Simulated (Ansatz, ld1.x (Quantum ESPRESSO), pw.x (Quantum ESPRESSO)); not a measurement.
**technetium (Tc): one change to the PAW potential, in the atom and in the fcc crystal**

```json
{
 "Element": "Tc",
 "Generator": "ld1.x (Quantum ESPRESSO) 7.5",
 "Type": "PAW",
 "Functional": "PBE",
 "Relativity": "scalar-relativistic",
 "Frozen core": "[Ar] 3d10",
 "Valence charge": "15",
 "Reference configuration": "4s2 4p6 4d5 5s1 5p0 (charge +1)",
 "Partial waves": "4s (bound): rcut 1.85, rcutus 2.00 bohr; 5s (bound): rcut 1.85, rcutus 2.00 bohr; 4p (bound): rcut 1.65, rcutus 2.05 bohr; 5p (bound, empty): rcut 1.65, rcutus 2.05 bohr; 4d (bound): rcut 2.25, rcutus 2.60 bohr; 4d channel at 0.65 Ry: rcut 2.25, rcutus 2.60 bohr",
 "Local potential": "all-electron potential smoothed inside 2.10 bohr (lloc = -2)",
 "Core correction": "Bessel-smoothed model core inside 1.80 bohr",
 "Augmentation charge": "PSQ, inside the norm-conserving radii"
}
```

Change: all radii but the core radius scaled by about 0.96 (s 1.92, p 1.96, d 2.50 bohr, rcut 1.78/1.58/2.16); local potential all-electron potential smoothed inside 2.02 bohr (lloc = -2).

Cutoffs, loose and tight: the cutoffs (Ry, on a coarse ladder) from which the occupation-weighted sum of valence levels, in a spherical-Bessel basis at the reference potential, stays within 10 and 1 mRy of its value at 400 Ry. They do not see the model core or the augmentation charge, which bear on the density cutoff. Test errors are all-electron minus pseudo excitation energies from the reference, over the configurations 4s2 4p6 4d5 5s2 5p0; 4s2 4p6 4d5 5s0 5p0; 4s2 4p6 4d4 5s0 5p0; 4s2 4p6 4d6 5s0 5p0; 4s2 4p6 4d5 5s0 5p2; 4s2 4p6 4d5 5s0 5p1; 4s2 4p5 4d5 5s2 5p0; variants that change the core or the reference have their own tests.

Crystal test: fcc Tc in pw.x 7.5, no spin, 15³ k-points, Fermi–Dirac smearing 0.01 Ry, cutoffs set for each file from its atomic test. The reference is all-electron LAPW (Ansatz 0.2.0) with the same functional, mesh and smearing; V0 and B0 come from Birch–Murnaghan fits to the pressures at five volumes. Errors are pseudo minus all-electron; Δ is the rms difference of the E(V) curves that follow from these fits, minima aligned, over ±6 % about the mean V0. Mesh and smearing are coarse, so the numbers serve the comparison and aren't converged zero-temperature values; the lattice is a test structure that the element need not adopt.

All-electron: a0 = 3.873 Å (V0 = 14.52 Å³/atom), B0 = 295.3 GPa.

Problem. Does the change bring the crystal closer to the all-electron result?

Solution. The mean pressure error goes from +4.82 to +2.47 GPa, so the change moves the solid closer to the all-electron pressures.

```csv
quantity,base,changed
outcome (atom),generated,generated
"cutoff, loose (atom)",25 Ry,25 Ry
"cutoff, tight (atom)",40 Ry,40 Ry
bound ghosts (atom),none,none
largest test error (meV) (atom),-4.8 over the solved tests; test run stopped at test 7 of 7 (negative rho),-49
cutoffs in pw.x (Ry),50/400,50/400
a0 (Å),3.893,3.883
a0 error (%),+0.52,+0.27
B0 error (%),-0.5,+0.1
Δ (meV/atom),14.9,7.7
mean pressure error (GPa),+4.82,+2.47
```

Base: This is a poor potential for the solid. Atomic configuration tests: test run stopped at test 7 of 7 (negative rho). The atomic cutoffs weigh occupied waves only.
